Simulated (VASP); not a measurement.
Input of a VASP 6.6.1 run:

Contents of INCAR:

```
SYSTEM = Sn
ALGO = Normal ; EDIFF = 1E-6
EDIFFG = -0.04 ; ENCUT = 600
GGA = PE ; IBRION = 2
ISIF = 3 ; ISMEAR = 0
LASPH = .True. ; LCHARG = .False.
LREAL = .False. ; LWAVE = .False.
NELM = 100 ; NSW = 90
PREC = Accurate ; SIGMA = 0.1
```

Contents of KPOINTS:

```
k-points
0
Gamma
  4 4 2
  0 0 0
```

The input POSCAR:

```
Sn
1.0
    3.4688966421     -2.2926753134      0.0000000000
    3.4688966421      2.2926753134      0.0000000000
    0.0000000000      0.0000000000      9.3523939792
Sn
4
Direct
    0.8500000000      0.1500000000      0.1170000000
    0.6500000000      0.3500000000      0.6170000000
    0.1500000000      0.8500000000      0.8830000000
    0.3500000000      0.6500000000      0.3830000000
```

Potentials or basis: VASP PAW PBE potentials, release 64 (Sn_d).

Command:

```bash
$ cat potpaw_PBE.64/Sn_d/POTCAR > POTCAR
$ mpirun -np 1 vasp_std > vasp.out
```

Problem. What does it give for the relaxed cell?

Solution. a = 3.346 Å, b = 3.346 Å, c = 10.676 Å, α = 90.00°, β = 90.00°, γ = 89.90°.

Problem. Estimate the band gap on the k mesh.

Solution. None (metal or under the smearing width).

Problem. Estimate the space group after relaxing (to 0.05 Å).

Solution. Cmce (No. 64).

Final structure:
```xyz
4
Lattice="2.3680 -2.3641 0.0000 2.3680 2.3641 0.0000 0.0000 0.0000 10.6765" Properties=species:S:1:pos:R:3 pbc="T T T"
Sn    2.3680   -1.3973    1.5893
Sn    2.3680   -0.9668    6.9275
Sn    2.3680    1.3973    9.0872
Sn    2.3680    0.9668    3.7489
```

Caveat: the k mesh is coarse (spacing up to 0.41 Å⁻¹), so the values aren't converged.
